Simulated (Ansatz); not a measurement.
# InSe: moving In off its site

InSe, C2/m, a = 11.750 Å, b = 4.111 Å, c = 4.564 Å, β = 110.6°. This isn't the usual stable structure of the compound. Ansatz: PBEsol, PAW, 420 eV, Γ-centred 8×8×6 mesh on 4 atoms, Gaussian smearing 0.05 eV; no spin polarisation.

```xyz
4
Lattice="5.8749 -2.0553 -0.0053 5.8749 2.0553 -0.0053 -1.6051 0.0000 4.2721" Properties=species:S:1:pos:R:3 pbc="T T T"
In   10.3614    0.0000    0.1147
In   -0.2167    0.0000    4.1468
Se    6.6696    0.0000    2.7165
Se    3.4751    0.0000    1.5450
```

Atom 1 (In) moves by x along the unit vector (0.000, 0.000, 1.000), with its periodic images; all else is held. y is the free energy of the cell over the start, F the force along the path summed over the moved atoms.

| x (Å) | y (meV) | F (eV/Å) |
| --- | --- | --- |
| -0.100 | 19.37 | 0.38 |
| -0.080 | 12.46 | 0.31 |
| -0.060 | 7.04 | 0.23 |
| -0.040 | ? | ? |
| -0.020 | 0.79 | 0.08 |
| 0.000 | 0.00 | 0.00 |
| 0.040 | 3.20 | -0.16 |
| 0.060 | 7.22 | -0.24 |
| 0.080 | 12.87 | -0.32 |
| 0.100 | 20.16 | -0.41 |

Question: Fit y = c2 x² + c3 x³ + c4 x⁴ to the energies of the other rows, give the force constant, and predict energy and force of the missing row.

Answer: Least squares on the rows shown. y = 1983.2 x² + 396.93 x³ − 673.08 x⁴. The force constant is 2 c2 = 3.97 eV/Å² (for all images moving together, not for a lone atom). The force −dy/dx at the missing row is 0.16 eV/Å (computed 0.16). At x = -0.040 the fit asked for gives 3.15 meV. The run gave 3.14 meV, so the fit is 0.01 meV too high, a small miss on the scale of the series.

Cost: 10 runs of about 5.5 core-minutes in all, on Intel Xeon Processor @ 2.70GHz (shared hosts).